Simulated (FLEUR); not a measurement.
# SnTe (Fm-3m) in FLEUR: notebook, part 2 of 2

FLEUR MaX-R8.1 (later development tree). Earlier steps stand in the parts before.

### 5 Equation of state, PBEsol, 31.28 Å³/atom

Changes to inp.xml since step 4:

```diff
@@ -24,3 +24,3 @@
       <xi:include xmlns:xi="http://www.w3.org/2001/XInclude" href="sym.xml"> </xi:include>
-      <bulkLattice scale="0.9864848297">
+      <bulkLattice scale="1.0000000000">
          <bravaisMatrix>
```

Started as:

```console
$ inpgen -f crystal.txt -profile fastHighL
$ # inp.xml edited to the form shown
$ fleur_MPI
```

Wall time 64 s (1 thread of Arm Neoverse N1, shared host); peak memory 0.08 GiB.

It converged, with:

- Free energy: -352940.5865 eV
- Valence electrons inside the program's atomic spheres: Te 20.12; Sn 20.12 (radii Te 2.66, Sn 2.66 bohr)

Caveat: this odd mesh misses L, where the gap lies, so gap, dielectric constants and Born charges aren't listed.

### 6 Equation of state, PBEsol, 32.53 Å³/atom (volume scaled by 1.04)

Changes to inp.xml since step 5:

```diff
@@ -24,3 +24,3 @@
       <xi:include xmlns:xi="http://www.w3.org/2001/XInclude" href="sym.xml"> </xi:include>
-      <bulkLattice scale="1.0000000000">
+      <bulkLattice scale="1.0131594038">
          <bravaisMatrix>
```

Potentials or basis: all-electron, FLAPW.

Started as:

```console
$ inpgen -f crystal.txt -profile fastHighL
$ # inp.xml edited to the form shown
$ fleur_MPI
```

Run time: 68 s. Hardware: 1 thread of Arm Neoverse N1, shared host; peak memory 0.09 GiB.

It converged, with:

```yaml
Free_energy: -352940.5679 eV
Valence_electrons_inside_the_program's_atomic_spheres: Te 20.10; Sn 20.08 (radii Te 2.66, Sn 2.66 bohr)
```

Caveat: this odd mesh misses L, where the gap lies, so gap, dielectric constants and Born charges aren't listed.

### 7 Equation of state, PBEsol, 33.16 Å³/atom (volume scaled by 1.06)

Changes to inp.xml since step 6:

```diff
@@ -24,3 +24,3 @@
       <xi:include xmlns:xi="http://www.w3.org/2001/XInclude" href="sym.xml"> </xi:include>
-      <bulkLattice scale="1.0131594038">
+      <bulkLattice scale="1.0196128224">
          <bravaisMatrix>
```

Started as:

```console
$ inpgen -f crystal.txt -profile fastHighL
$ # inp.xml edited to the form shown
$ fleur_MPI
```

Run time: 70 s. Hardware: 1 thread of Arm Neoverse N1, shared host; peak memory 0.09 GiB.

The run converged. Its results:

| Quantity | Value |
| --- | --- |
| Free energy | -352940.5497 eV |
| Valence electrons inside the program's atomic spheres | Te 20.09; Sn 20.07 (radii Te 2.66, Sn 2.66 bohr) |

Caveat: this odd mesh misses L, where the gap lies, so gap, dielectric constants and Born charges aren't listed.

### 8 Equation of state, PBEsol

No new run: the results of the series are fitted here.

What came out:

```
Equilibrium volume                      : 31.04 Å³/atom
Bulk modulus                            : 47 GPa
Pressure derivative of the bulk modulus : 4.5 (rough: it moves with the points fitted)
```

Energy against volume, from the lowest point:
```tsv
volume (Å³/atom)	energy (meV/atom)
29.404	13.71
30.030	4.88
31.281	0.00
32.532	9.32
33.158	18.41
```

Caveat: this odd mesh misses L, where the gap lies, so gap, dielectric constants and Born charges aren't listed.

### 9 How close it comes

Step 2. Measured gap of SnTe: 0.18 eV (direct; 300 K; a printed reference work, textbook). This calculation gives 0.14 eV (-0.04 eV). Spin-orbit coupling on Sn, Te is left out. The value is that of PBEsol, without temperature or zero-point motion. Semilocal functionals fall short of measured gaps as a rule.
